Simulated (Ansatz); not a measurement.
**MgO2 under changes of volume**

One of the cells (9.382 Å³/atom); the others are scaled copies at fixed shape and fractional positions:

```xyz
12
Lattice="4.8286 0.0000 0.0000 0.0000 4.8286 0.0000 0.0000 0.0000 4.8286" Properties=species:S:1:pos:R:3 pbc="T T T"
Mg    0.0000    0.0000    0.0000
Mg    2.4143    0.0000    2.4143
Mg    2.4143    2.4143    0.0000
Mg    0.0000    2.4143    2.4143
O     2.8461    4.3968    0.4318
O     4.3968    0.4318    2.8461
O     0.4318    2.8461    4.3968
O     1.9825    1.9825    1.9825
O     2.8461    2.8461    2.8461
O     4.3968    1.9825    0.4318
O     0.4318    4.3968    1.9825
O     1.9825    0.4318    4.3968
```

The cell is a database's computed one.

```yaml
Program: Ansatz 0.2.0
Functional: LDA
Potentials_or_basis: Ansatz PAW
Cutoff: "420 eV (not typed: the program's choice for these potentials)"
k_mesh: 6 × 6 × 6
Occupations: fermi-dirac, width 0.05 eV
Spin: no spin polarisation
```

```csv
volume (Å³/atom),energy over the lowest point (meV/atom),pressure (GPa),gap on the mesh (eV),largest force (eV/Å)
8.819,2.59,4.1,4.17,0.163
9.007,0.00,0.4,4.04,0.309
9.194,1.44,-2.8,3.92,0.444
9.382,6.47,-5.8,3.80,0.570
9.569,14.81,-8.4,3.69,0.687
9.757,26.15,-10.8,3.58,0.797
9.945,?,?,?,?
```

What does the run at 9.945 Å³/atom give?

Energy over the lowest point 40.00 meV/atom; pressure -12.9 GPa; gap on the mesh 3.47 eV; largest force 0.899 eV/Å.

Worked out: A Birch-Murnaghan fit of order 3 (a polynomial in V^(-2/3)) to the other rows has its minimum at 9.03 Å³/atom with B0 = V·E''(V) = 162 GPa and B' = 3.7 at fixed shape and positions, which overstates the stiffness. It gives 40.23 meV/atom at 9.945 Å³/atom, against the run's 40.00, and -dE/dV = -13.1 GPa, against -12.9. A straight line through the other rows of the gap, of slope -5.83 eV per unit of ln V, extrapolates to 3.46 eV, against the run's 3.47.

Energies are extrapolated to zero smearing.

Caveats: the PAW data sets come from PBE, with cores solved anew for the run's functional, which leaves a small shift of forces and pressure.

A mesh can miss the band edges.
